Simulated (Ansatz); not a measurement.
input.yaml for GaAs (Ansatz 0.2.0)

```yaml
crystal:
  lattice:
    - [0.0, 2.8750910496, 2.8750910496]
    - [2.8750910496, 0.0, 2.8750910496]
    - [2.8750910496, 2.8750910496, 0.0]
  atoms:
    - { symbol: Ga, position: [0.928, 0.082, 0.634] }
    - { symbol: As, position: [1.178, 0.332, 0.884] }
basis:
  ecutwfc: 420
kpoints:
  mp_grid: { kspacing: 0.48 }
hamiltonian:
  xc: lda
scf:
  occupations: { method: gaussian, width: 0.1 }
output:
  forces: true
  stress: true
  eigenvalues: true
```

Command:

```bash
ansatz run input.yaml --threads 1 --pin off --max-ram 1331MiB --backend cpu --events-out ev --progress --plain --runs-dir out
```

From the log (HF is the Harris–Foulkes energy, dr2 the density residual in eV):

```text
Pseudopotential: Ga, paw, valence charge 13, recommended cutoff 420 eV (normal)
Pseudopotential: As, paw, valence charge 15, recommended cutoff 420 eV (normal)
Crystal: 2 atoms, lattice volume = 47.532 Å³
Basis set: ecut = 420 eV, 941 PW (Γ)
Bands: 18, of which v1, the nominal top of the filled ones, is band 14 counted from 1 (13 counted from 0)
Symmetry: 24 space group operations
Space group: F-43m (ITA 216), of the structure as read, at distance tolerance 3.6e-5 Å
k-points: 8 of 64 (time reversal used)
PAW frozen core: Ga, regenerated for the run's functional, and the local potential with it (the file was generated under x = pbe(κ = 0.804, μ = 0.2195), c = pbe(β = 0.0667))
PAW frozen core: As, regenerated for the run's functional, and the local potential with it (the file was generated under x = pbe(κ = 0.804, μ = 0.2195), c = pbe(β = 0.0667))
Initial density: superposition of atomic densities, corrected by the library's trained network
SCF iter   1: HF=-8481.058362 eV  Δρ=4.22e-3  dr2=3.85e-3
SCF iter   2: HF=-8481.056352 eV  Δρ=2.14e-3  dr2=7.69e-4
SCF iter   3: HF=-8481.056294 eV  Δρ=5.13e-4  dr2=1.77e-4
SCF iter   4: HF=-8481.056182 eV  Δρ=1.35e-4  dr2=4.70e-6
SCF iter   5: HF=-8481.056181 eV  Δρ=3.33e-5  dr2=3.15e-7
SCF iter   6: F=-8481.056181 eV  HF=-8481.056181 eV  Δρ=6.36e-6  dr2=1.32e-8
SCF 1 converged in 6 iterations: F = -8481.056181 eV  dr2 = 1.32e-8
SCF converged after 6 iterations
Free energy (F): -8481.056181 eV
E sigma→0 (E₀):  -8481.054915 eV
Entropy (-TS):   -0.002532 eV (-1.266 meV/atom)
Fermi energy:    7.279805 eV
--- Forces (eV/Å), atoms counted from 1 ---
  atom   1  Ga     0.00000000    -0.00000000    -0.00000000
  atom   2  As    -0.00000000     0.00000000     0.00000000
--- Stress (GPa, compression-positive) ---
       -3.961568      -0.000000      -0.000000
       -0.000000      -3.961568       0.000000
       -0.000000       0.000000      -3.961568
  P = ⅓ Tr σ = -3.9616 GPa (-39.616 kbar)
```

These settings were drawn at random to show what each does; none of the numbers is a converged property of the crystal.